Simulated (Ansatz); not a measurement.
# InP (F-43m) in Ansatz: a series of runs

Aim: see how the results for InP move with the level of theory and the settings. Levels: BLYP, revPBE, PBEsol. Tasks: band structure, phonons.

Everything below comes from runs of Ansatz 0.2.0. Logs are shortened: lines on timing, memory, paths and dates and some standing lists are left out, and cuts for length are marked.

**Measured values to compare with.**

A printed reference work, data compilation reports, for a bulk crystal of InP at 1.6 K: band gap 1.4236 eV (direct).

The results are compared with them further down.

## 1. The crystal as given

Symmetry: F-43m, No. 216, cubic system. The conventional cell has a = 5.861 Å, b = 5.861 Å, c = 5.861 Å, α = 90.00°, β = 90.00°, γ = 90.00°. In (site symmetry -43m) is surrounded by 4 P at 2.54 Å. P (site symmetry -43m) has 4 In at 2.54 Å as nearest neighbours.

## 2. Band structure, BLYP

input.yaml reads:

```yaml
crystal:
  lattice:
    - [0.0, 2.9305, 2.9305]
    - [2.9305, 0.0, 2.9305]
    - [2.9305, 2.9305, 0.0]
  atoms:
    - { symbol: In, position: [0.0, 0.0, 0.0] }
    - { symbol: P, position: [0.75, 0.75, 0.75] }
kpoints:
  mp_grid: { grid: [8, 8, 8] }
  band_path:
    path:
      - [0.0, 0.0, 0.0]
      - [0.5, 0.0, 0.5]
      - [0.5, 0.25, 0.75]
      - [0.375, 0.375, 0.75]
      - [0.0, 0.0, 0.0]
      - [0.5, 0.5, 0.5]
      - [0.625, 0.25, 0.625]
      - [0.5, 0.25, 0.75]
    npoints: 12
scf:
  occupations: { method: fermi_dirac, width: 0.05 }
hamiltonian:
  xc: blyp
  pseudopotentials: { kind: all_electron, lapw: { basis_error: 0.001 } }
output:
  forces: true
  stress: true
  eigenvalues: true
```

Potentials or basis: all-electron LAPW, scalar-relativistic.

Started as:

```bash
> ansatz run input.yaml --threads 1 --pin off --max-ram 3072MiB --backend cpu --events-out ev --progress --plain --runs-dir out
```

What it wrote:

```text
Warning: RAYON_NUM_THREADS=1 ignored (pool sized by the plan → 1); use --threads N
LAPW: plane waves up to 8.018 Å⁻¹, error target 1.0e-3 eV per atom; small_component_spin mean_spin; P in spheres of 1.106 Å, 13 of its electrons in bands, Dirac shells []; In in spheres of 1.432 Å, 21 of its electrons in bands, Dirac shells [] (how accurate: hamiltonian.pseudopotentials.lapw.basis_error, Limitations)
Engine: ansatz 0.2.0, aarch64-unknown-linux-gnu
Pseudopotentials: kind: all_electron
Pseudopotential: In, LAPW, valence charge 21, lapw/all_electron/scalar/gaussian/In, Koelling and Harmon's equation, gaussian nucleus
Pseudopotential: P, LAPW, valence charge 13, lapw/all_electron/scalar/gaussian/P, Koelling and Harmon's equation, gaussian nucleus
Functional definition: BLYP
  parameter beta = 0.0042
  parameter a = 0.04918
  parameter b = 0.132
  parameter c = 0.2533
  parameter d = 0.349
  exchange = b88_x(beta = beta)
  correlation = lyp_c(a = a, b = b, c = c, d = d)
Crystal: 2 atoms, lattice volume = 50.333 Å³
Basis set: ecut = 244.95590171459276 eV, 411 PW (Γ), exchange–correlation at level 2
Bands: 21, of which v1, the nominal top of the filled ones, is band 17 counted from 1 (16 counted from 0)
Symmetry: 24 space group operations
Space group: F-43m (ITA 216), of the structure as read, at distance tolerance 3.7e-5 Å
k-points: 29 of 512 (time reversal used)
Non-local potential: In, projectors of the file, none
Non-local potential: P, projectors of the file, none
Initial density: superposition of atomic densities (chi_scale 0.1, normalization cell, long waves kept (reshape's long-wave potential 0.00 eV rms))
Initial wavefunctions: plane waves of lowest kinetic energy (no species holds an atomic orbital)
Functional: x = b88, c = lyp
iter 1 solved again at ethr=4.48e-3 eV; its pass at ethr=1.00e-1 eV (dr2=1.52e0 eV) is discarded
SCF iter   1: F=—  HF=-169375.942143 eV  |F-HF|=—  |Δ(HF+E_count)|=         —  Δρ=3.93e-2  dr2=1.52e0  ethr=4.48e-3  ⟨swp⟩=2.0  Hψ=4182  notcnv=0
preconditioner: auto → none  [insulator: Δε(μ)=1.054 eV  Ē_g=14.395 eV  σ=0.050 eV  W_gap=1.00  n_scr=14 (ndim 8)  ℏωp=22.2 eV  f_vac=0.031  D(μ)=0.00/eV (n_scr^D=0)  ε∞_Penn≈3.4]
iter 2 solved again at ethr=2.50e-4 eV; its pass at ethr=4.48e-3 eV (dr2=8.49e-2 eV) is discarded
SCF iter   2: F=—  HF=-169375.490038 eV  |F-HF|=—  |Δ(HF+E_count)|=   4.52e-1  Δρ=1.30e-2  dr2=8.49e-2  ethr=2.50e-4  ⟨swp⟩=2.0  Hψ=3201  notcnv=0
SCF iter   3: F=—  HF=-169375.457512 eV  |F-HF|=—  |Δ(HF+E_count)|=   3.25e-2  Δρ=6.38e-3  dr2=1.86e-2  ethr=2.50e-4  ⟨swp⟩=2.0  Hψ=1798  notcnv=0
SCF iter   4: F=—  HF=-169375.458516 eV  |F-HF|=—  |Δ(HF+E_count)|=         —  Δρ=1.35e-3  dr2=9.19e-4  ethr=5.47e-5  ⟨swp⟩=2.0  Hψ=1714  notcnv=0
the basis was enlarged: its passes take 428.7 KiB over the memory plan, 1 of 1 planned eigensolver slots
SCF iter   5: F=—  HF=-169375.457916 eV  |F-HF|=—  |Δ(HF+E_count)|=   6.00e-4  Δρ=1.85e-4  dr2=9.34e-6  ethr=2.70e-6  ⟨swp⟩=2.0  Hψ=1685  notcnv=0
SCF iter   6: F=—  HF=-169375.457928 eV  |F-HF|=—  |Δ(HF+E_count)|=   1.24e-5  Δρ=3.25e-5  dr2=2.85e-7  ethr=2.75e-8  ⟨swp⟩=3.0  Hψ=1800  notcnv=0
SCF iter   7: F=-169375.457929 eV  HF=-169375.457929 eV  |F-HF|=3.58e-9  |Δ(HF+E_count)|=   6.89e-7  Δρ=1.81e-6  dr2=1.00e-9  ethr=8.37e-10  ⟨swp⟩=3.0  Hψ=1800  notcnv=0
SCF 1 converged in 7 iterations: F = -169375.457929 eV  dr2 = 1.00e-9
NSCF: frozen V_eff on 85 k-points
SCF converged after 7 iterations
Free energy (F): -169375.457929 eV
Harris-Foulkes:  -169375.457929 eV  (|F-HF|=3.58e-9)
Internal energy: -169375.457915 eV  (E = F + TS)
E sigma→0 (E₀):  -169375.457922 eV
Entropy (-TS):   -0.000014 eV (-0.007 meV/atom)
Fermi energy:    9.841407 eV
--- Per-component energies (eV) ---
  E_band       = -1569.993549
  E_kinetic    = 177366.439337
  E_xc         = -5005.927369
  E_electrostatic = -341735.969883  (all electrons and nuclei)
  E_smearing   = -0.000014  (= −TS)
  E_closure    = 0.000000  (closes the sum)
  E_atoms      = -169368.483023  (free atoms, spherical and without spin; not in F)
  Σ components = -169375.457929   (vs F -169375.457929, Δ=0.00e0)
  Basis errors (estimates in eV, not in F): energy 5.0e-4 per atom: plane waves 4.6e-4 (2.7e-4 summed), levels above the bands 2.9e-60, relativity 7.0e-8, radial functions 4.1e-5, core shells 6.8e-8; eigenvalues (radial functions only) 1.1e-6; not estimated: angular momenta, meshes, grids; target (lapw.basis_error) 1.0e-3; muffin-tin radii P 1.106 Å, In 1.432 Å
--- Forces (eV/Å), atoms counted from 1 ---
  atom   1  In     0.00000000    -0.00000000     0.00000000
  atom   2  P     -0.00000000     0.00000000    -0.00000000
  max |Σ_I F_I| component: 3.24e-17 eV/Å
--- Stress (GPa, compression-positive) ---
        6.744532       0.000000      -0.000000
        0.000000       6.744532       0.000000
       -0.000000       0.000000       6.744532
  P = ⅓ Tr σ = 6.7445 GPa (67.445 kbar)
--- Band table (eV; the first three rows and the last of 29) ---
  k-point 0: bands = ["-158.0105", "-108.6898", "-108.6898", "-108.6898", "-105.4529", "-63.9383", "-63.9383", "-63.9383", "-4.7238", "-4.7238", "-4.7238", "-4.5736", "-4.5736", "-2.0127", "9.5117", "9.5117", "9.5117", "10.1082", "13.6140", "13.6140", "13.6140"]
  k-point 1: bands = ["-158.0105", "-108.6899", "-108.6898", "-108.6898", "-105.4529", "-63.9383", "-63.9383", "-63.9383", "-4.7425", "-4.7165", "-4.7165", "-4.5735", "-4.5735", "-1.8359", "7.9464", "9.3276", "9.3276", "11.0884", "13.7841", "13.8875", "13.8875"]
  k-point 2: bands = ["-158.0105", "-108.6899", "-108.6898", "-108.6898", "-105.4529", "-63.9384", "-63.9383", "-63.9383", "-4.7852", "-4.7008", "-4.7008", "-4.5709", "-4.5709", "-1.3427", "6.0604", "8.9591", "8.9591", "11.2575", "14.3169", "14.3169", "14.8605"]
  k-point 28: bands = ["-158.0105", "-108.6899", "-108.6899", "-108.6899", "-105.4529", "-63.9384", "-63.9384", "-63.9384", "-4.8740", "-4.6647", "-4.6287", "-4.5936", "-4.5586", "0.4117", "3.8750", "6.6192", "6.6563", "13.8231", "13.9222", "15.0935", "15.8595"]
```

It took 15 s on 1 thread of Arm Neoverse V2, shared host; peak memory 0.27 GiB.

What came out:

| Item | Value |
| --- | --- |
| Free energy | -169375.4579 eV |
| Pressure | 6.7 GPa |
| Band gap on the k mesh | 0.60 eV, direct |
| Band gap along the path | 0.60 eV, direct |

Levels at the corners of the path, in eV from the valence-band top:
| point | band 14 | band 15 | band 16 | band 17 | band 18 | band 19 | band 20 | band 21 |
| --- | --- | --- | --- | --- | --- | --- | --- | --- |
| Γ | -11.52 | 0.00 | 0.00 | 0.00 | 0.60 | 4.10 | 4.10 | 4.10 |
| X | -9.17 | -5.78 | -2.29 | -2.29 | 1.89 | 2.33 | 9.22 | 9.52 |
| W | -9.10 | -5.64 | -2.89 | -2.86 | 4.31 | 4.41 | 5.58 | 6.35 |
| K | -9.19 | -5.64 | -3.24 | -1.92 | 2.44 | 4.41 | 7.51 | 7.61 |
| Γ | -11.52 | 0.00 | 0.00 | 0.00 | 0.60 | 4.10 | 4.10 | 4.10 |
| L | -9.82 | -5.71 | -0.97 | -0.97 | 1.47 | 4.86 | 4.86 | 7.24 |
| U | -9.19 | -5.64 | -3.24 | -1.92 | 2.44 | 4.41 | 7.51 | 7.61 |
| W | -9.10 | -5.64 | -2.89 | -2.86 | 4.31 | 4.41 | 5.58 | 6.35 |

Caveat: spin-orbit coupling is left out, which moves the levels of the heavy elements.

## 3. Band structure, revPBE

Changes to input.yaml since step 2:

```diff
@@ -20,3 +20,3 @@
       - [0.5, 0.25, 0.75]
-    npoints: 12
+    npoints: 6
 scf:
@@ -24,3 +24,3 @@
 hamiltonian:
-  xc: blyp
+  xc: revpbe
   pseudopotentials: { kind: all_electron, lapw: { basis_error: 0.001 } }
```

Potentials or basis: all-electron LAPW, scalar-relativistic.

Started as:

```bash
> ansatz run input.yaml --threads 1 --pin off --max-ram 3072MiB --backend cpu --events-out ev --progress --plain --runs-dir out
```

Wall time 12 s (1 thread of Arm Neoverse V2, shared host); peak memory 0.27 GiB.

The run converged. Its results:

```
Free energy             : -169363.7391 eV
Pressure                : 4.7 GPa
Band gap on the k mesh  : 0.81 eV, direct
Band gap along the path : 0.81 eV, direct
```

Levels at the corners of the path, in eV from the valence-band top:
```
point  band 13  band 14  band 15  band 16  band 17  band 18  band 19  band 20  band 21
    Γ   -14.06   -11.49     0.00     0.00     0.00     0.81     4.13     4.13     4.13
    X   -14.02    -9.13    -5.71    -2.31    -2.31     1.85     2.34     9.32     9.65
    W   -14.04    -9.05    -5.56    -2.93    -2.88     4.36     4.41     5.64     6.29
    K   -14.03    -9.14    -5.57    -3.27    -1.93     2.44     4.44     7.54     7.62
    Γ   -14.06   -11.49     0.00     0.00     0.00     0.81     4.13     4.13     4.13
    L   -14.04    -9.78    -5.69    -0.97    -0.97     1.58     4.85     4.85     7.23
    U   -14.03    -9.14    -5.57    -3.27    -1.93     2.44     4.44     7.54     7.62
    W   -14.04    -9.05    -5.56    -2.93    -2.88     4.36     4.41     5.64     6.29
```

Caveat: spin-orbit coupling is left out, which moves the levels of the heavy elements.

## 4. Phonons, PBEsol

input.yaml reads:

```yaml
crystal:
  lattice:
    - [0.0, 2.9305, 2.9305]
    - [2.9305, 0.0, 2.9305]
    - [2.9305, 2.9305, 0.0]
  atoms:
    - { symbol: In, position: [0.0, 0.0, 0.0] }
    - { symbol: P, position: [0.75, 0.75, 0.75] }
kpoints:
  mp_grid: { grid: [6, 6, 6] }
scf:
  occupations: { method: fermi_dirac, width: 0.05 }
hamiltonian:
  xc: pbesol
  pseudopotentials: { kind: all_electron, lapw: { basis_error: 0.001 } }
output: {}
phonons:
  method: fd
  supercell: [1, 1, 1]
```

Potentials or basis: all-electron LAPW, scalar-relativistic.

Started as:

```bash
> ansatz run input.yaml --threads 1 --pin off --max-ram 3072MiB --backend cpu --events-out ev --progress --plain --runs-dir out
```

What it wrote:

```text
Warning: RAYON_NUM_THREADS=1 ignored (pool sized by the plan → 1); use --threads N
LAPW: plane waves up to 8.346 Å⁻¹, error target 1.0e-3 eV per atom; small_component_spin mean_spin; P in spheres of 1.077 Å, 13 of its electrons in bands, Dirac shells []; In in spheres of 1.385 Å, 21 of its electrons in bands, Dirac shells [] (how accurate: hamiltonian.pseudopotentials.lapw.basis_error, Limitations)
[... 4 set-up lines as earlier in the session ...]
Functional definition: PBEsol
  exchange = pbesol_x
  correlation = pbesol_c
[... 69 lines left out ...]
  k-point 2: bands = ["-158.2700", "-109.0077", "-109.0077", "-109.0077", "-105.8072", "-64.3351", "-64.3349", "-64.3349", "-5.2556", "-5.1302", "-5.1302", "-5.0009", "-5.0009", "-1.4065", "4.3870", "8.2175", "8.2175", "10.5625", "13.7949", "13.7949", "15.1646"]
  k-point 15: bands = ["-158.2700", "-109.0077", "-109.0077", "-109.0077", "-105.8072", "-64.3351", "-64.3350", "-64.3350", "-5.3260", "-5.0898", "-5.0650", "-5.0372", "-4.9857", "-0.0661", "3.3010", "6.1537", "6.1728", "12.1765", "12.5552", "15.7070", "15.9732"]
--- Phonons: 2 displaced members + reference (amplitude 0.01 Å, Σ member SCF iterations 10) ---
  symmetry images taken by strict's conditions (phonons.symmetry_images: auto; settled by no image being taken that strict refuses)
  ASR residual: 6.918e-4 → 0.000e0 eV/Å²; symmetrization residual: 3.867e-4 eV/Å²
  largest component of a force at the reference: 7.9e-17 eV/Å
  ASR residual per site (eV/Å²): 6.20e-4 6.92e-4
  Γ frequencies (cm⁻¹): 0.00 0.00 0.00 299.76 299.76 299.76
  density of states and harmonic sums: on the 18×18×18 q-mesh, interpolated from the force constants of a 1×1×1 supercell (no non-analytic term)
  largest difference from the sums on the solved wave vectors: F 4.95e-1 eV, S 7.53e-4 and C_V 2.58e-4 eV/K
  zero-point energy: 0.072596 eV/cell   skipped modes (ω ≤ 0): 3   left out of the sums: 8.57e-5 of the cell's modes: C_V's classical limit lies that fraction below 3 k_B per atom; for a crystal, a wire or a layer, F and S can be off by more, and a phonons.interpolated_qmesh denser along its periods is the remedy for the sampling
```

phthermo.tsv:

```text
# format = ansatz-phthermo/1
# interpolated_qmesh = 18 18 18
# force_constants_supercell = 1 1 1
# non_analytic_term = not included (the non-analytic LO-TO correction is not applied to the interpolated dynamical matrix; polar crystals: no LO-TO splitting at GAMMA, and LO and other optical branches, acoustic branches and sound speeds, and with them the density of states and the thermodynamics, can be off between the wave vectors that the force constants were sampled on, most near GAMMA; a larger extent of the force constants narrows that region and is not shown to mend the acoustic slopes)
# zero_point_energy_ev = 7.2596105977e-2
# n_skipped_modes = 3
# share_of_modes_left_out = 8.5733882030e-5
# rigid_motions_known_by = geometry
# t_k	f_vib_ev	s_ev_per_k	c_v_ev_per_k
0.0000	7.2596105977e-2	0.0000000000e0	0.0000000000e0
10.0000	7.2595508490e-2	2.8706480965e-7	1.0092157411e-6
20.0000	7.2582180201e-2	3.1070258776e-6	1.0826670774e-5
30.0000	7.2511474436e-2	1.2358679693e-5	3.9763564555e-5
40.0000	7.2309466808e-2	2.9152764187e-5	7.9603465031e-5
50.0000	7.1910609284e-2	5.1306152931e-5	1.2020924098e-4
[... 93 lines left out ...]
990.0000	-6.9790919706e-1	1.2260334133e-3	5.1293593630e-4
1000.0000	-7.1019535162e-1	1.2311889962e-3	5.1301616514e-4
```

It took 30 s on 1 thread of Arm Neoverse V2, shared host; peak memory 0.32 GiB.

What came out:

```
Free energy                                             : -169267.3117 eV
Band gap on the k mesh                                  : 0.61 eV, direct
Highest phonon frequency at Γ, LO-TO splitting left out : 300 cm⁻¹
```

Phonon frequencies in cm⁻¹ (negative: imaginary):
| q point | frequencies |
| --- | --- |
| (0.000, 0.000, 0.000) | 0 0 0 300 300 300 |

Caveat: spin-orbit coupling is left out, which moves the levels of the heavy elements.

## 5. Overview

| task | level | k mesh | cutoff (eV) | gap on the mesh (eV) | pressure (GPa) |
| --- | --- | --- | --- | --- | --- |
| band structure | BLYP | 8 × 8 × 8 | 245 | 0.60 | 6.7 |
| band structure | revPBE | 8 × 8 × 8 | 244 | 0.81 | 4.7 |
| phonons | PBEsol | 6 × 6 × 6 | 265 | 0.61 | - |

Alike in all rows: potentials or basis all-electron LAPW, scalar-relativistic; no spin polarisation; cell as given; smearing fermi-dirac 0.05 eV; basis error allowed 0.001 eV/atom.

On the cell as given the gap runs from 0.60 eV (BLYP) to 0.81 eV (revPBE); the meshes differ, which moves gaps too.

Caveats: spin-orbit coupling is left out, which moves the levels of the heavy elements.

Compare energies only between runs with the same functional and basis.

## 6. Comparison with measurements

Step 2. Measured gap of InP: 1.4236 eV (direct; 1.6 K; a printed reference work, data compilation). This calculation gives 0.60 eV (-0.83 eV). Spin-orbit coupling on In is left out. The value is that of BLYP, without temperature or zero-point motion. Semilocal functionals fall short of measured gaps as a rule.

Step 3. Measured gap of InP: 1.4236 eV (direct; 1.6 K; a printed reference work, data compilation). This calculation gives 0.81 eV (-0.61 eV). Spin-orbit coupling on In is left out. The value is that of revPBE, without temperature or zero-point motion. Semilocal functionals fall short of measured gaps as a rule.

Step 4. A measured gap of InP is 1.4236 eV (direct; 1.6 K; a printed reference work, data compilation); the calculated 0.61 eV misses it by -0.81 eV. Spin-orbit coupling on In is left out. The value is that of PBEsol, without temperature or zero-point motion. Semilocal functionals fall short of measured gaps as a rule.
